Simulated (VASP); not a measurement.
# Ta: single point with PBE

Ta:

```
Ta
1.0
    -1.65128    1.65128    1.65128
     1.65128   -1.65128    1.65128
     1.65128    1.65128   -1.65128
Ta
1
Direct
  0.00000 0.00000 0.00000
```

| Property | Result |
| --- | --- |
| Program | VASP 6.6.1 |
| Task | single point |
| Functional | PBE |
| Potentials or basis | VASP PAW PBE potentials, release 64 (Ta_pv) |
| Cutoff | 520 eV |
| k mesh | 14 × 14 × 14 |
| Occupations | gaussian, width 0.1 eV |
| Spin | no spin polarisation |

- Pressure: 3.1 GPa
- Band gap on the k mesh: none (metal or under the smearing width)

Levels at points of the mesh, in eV from the Fermi level:
```
           k point  band 2  band 3  band 4  band 5  band 6  band 7  band 8  band 9
(0.00, 0.00, 0.00)  -33.06  -33.06   -7.91    0.74    0.74    0.74    4.02    4.02
(0.50, 0.00, 0.00)  -33.44  -33.07   -4.37   -1.53    1.60    3.90    4.93    7.81
(0.50, 0.50, 0.50)  -33.88  -33.88   -3.79   -3.79    6.84    6.84    6.84    8.67
```

Run time: 13 s on 1 thread of Intel(R) Xeon(R) Platinum 8559C (Emerald Rapids) (shared host), peak memory 0.14 GiB.

The run has no spin-orbit coupling, so splittings on Ta are missing.
